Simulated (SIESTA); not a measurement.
Crystal: GaAs.

```
As Ga
1.0
     0.00000    2.82685    2.82685
     2.82685    0.00000    2.82685
     2.82685    2.82685    0.00000
As Ga
1 1
Cartesian
  4.2403 4.2403 4.2403
  0.0000 0.0000 0.0000
```

Program: SIESTA 5.4.2. Alike in all runs: task band structure; no spin polarisation; cell as given; k mesh 8 × 8 × 8; smearing fermi-dirac 0.05 eV; grid cutoff 800 Ry; energy shift 0.003 Ry.

Problem. Order these runs on this cell by their band gap on the k mesh, lowest first.
A. level PBEsol; potentials or basis PseudoDojo 0.4 standard (PBEsol files), DZP (energy shift 0.003 Ry; two zetas on semicore shells)
B. level PBE; potentials or basis PseudoDojo 0.4 standard (PBE files), SZ (energy shift 0.003 Ry)
C. level LDA; potentials or basis PseudoDojo 0.4 standard (LDA files), DZP (energy shift 0.003 Ry; two zetas on semicore shells)

Solution. C (0.42 eV), A (0.59 eV), B (0.75 eV).

Caveats: the basis of atomic orbitals isn't converged, which shifts pressures, moduli and gaps; the basis has no polarisation orbitals (some runs).

